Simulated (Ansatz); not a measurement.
Response to strain in RbBr

Base system: RbBr in the rock salt structure (space group Fm-3m, No. 225; a = 6.8433 Å). Axes: x, y, z lie along the cube axes.

Strains are applied to the cell and any free atomic positions relax.

The values are results of Kohn–Sham DFT with the PBEsol functional, run in Ansatz (a first-principles code) with PAW and 420 eV plane waves, spin-orbit coupling left out, not measurements.

Notes on the quantities. pressure: mean of the normal stresses, compression positive; energy relative to the base: free energy F.

| variant | pressure | electron mass | band gap | energy relative to the base |
|---|---|---|---|---|
| base | 0.1 kbar | 0.36 mₑ (at Γ) | 4.22 eV | 0 meV/atom |
| uniaxial strain ε_zz = −3.00 % | 5.1 kbar | 0.37 mₑ along z, 0.35 mₑ across (at Γ) | 4.26 eV | +4.4 meV/atom |
| uniaxial strain ε_zz = −2.50 % | 4.2 kbar | 0.37 mₑ along z, 0.35 mₑ across (at Γ) | 4.26 eV | +3.0 meV/atom |
| uniaxial strain ε_zz = −2.00 % | 3.2 kbar | – | 4.25 eV | +1.9 meV/atom |
| uniaxial strain ε_zz = −1.50 % | 2.4 kbar | 0.36 mₑ (at Γ) | 4.25 eV | +1.0 meV/atom |
| uniaxial strain ε_zz = −1.00 % | 1.6 kbar | 0.36 mₑ (at Γ) | 4.24 eV | +0.5 meV/atom |
| uniaxial strain ε_zz = −0.50 % | 0.8 kbar | 0.36 mₑ (at Γ) | 4.23 eV | +0.1 meV/atom |
| uniaxial strain ε_zz = +0.50 % | -0.6 kbar | 0.36 mₑ (at Γ) | 4.21 eV | +0.1 meV/atom |
| uniaxial strain ε_zz = +2.50 % | -2.9 kbar | – | 4.16 eV | +2.3 meV/atom |
| uniaxial strain ε_zz = +3.00 % | … | … | … | … |

Q: Some entries are withheld; estimate them.

A: 
- uniaxial strain ε_zz = +3.00 %, pressure: -3.4 kbar
- uniaxial strain ε_zz = +3.00 %, electron mass: 0.36 mₑ along z, 0.38 mₑ across (at Γ)
- uniaxial strain ε_zz = +3.00 %, band gap: 4.15 eV
- uniaxial strain ε_zz = +3.00 %, energy relative to the base: +3.2 meV/atom

Effective masses come from finite differences of ±0.01 Å⁻¹. Whether these cells are dynamically stable was not tested.
